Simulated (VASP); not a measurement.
## AlCu under changes of volume

One of the cells (13.736 Å³/atom); the others are scaled copies at fixed shape and fractional positions:

```
Cu Al
1.0
     3.01736    0.00000    0.00000
     0.00000    3.01736    0.00000
     0.00000    0.00000    3.01736
Cu Al
1 1
Direct
  0.50000 0.50000 0.50000
  0.00000 0.00000 0.00000
```

The cell comes from a database or a generator and needn't be the stable form of this composition.

| Property | Result |
| --- | --- |
| Program | VASP 6.6.1 |
| Functional | PBEsol |
| Potentials or basis | VASP PAW PBE potentials, release 64 (Cu, Al) |
| Cutoff | 520 eV |
| k mesh | 9 × 9 × 9 |
| Occupations | fermi-dirac, width 0.05 eV |
| Spin | no spin polarisation |

```tsv
volume (Å³/atom)	energy over the lowest point (meV/atom)	pressure (GPa)
12.658	3.00	3.6
12.928	0.00	0.8
13.197	?	?
13.736	15.60	-6.3
14.005	27.52	-7.5
14.274	42.19	-9.0
```

**Question.** What does the run at 13.197 Å³/atom give?

**Answer.** Energy over the lowest point 1.42 meV/atom; pressure -1.7 GPa.

Worked out: A Birch-Murnaghan fit of order 3 (a polynomial in V^(-2/3)) to the other rows has its minimum at 12.97 Å³/atom with B0 = V·E''(V) = 124 GPa and B' = 4.7. It gives 1.42 meV/atom at 13.197 Å³/atom, against the run's 1.42, and -dE/dV = -2.1 GPa, against -1.7.

Energies are extrapolated to zero smearing.

Caveats: the PAW data sets were made with another functional, which shifts forces and pressure a little.
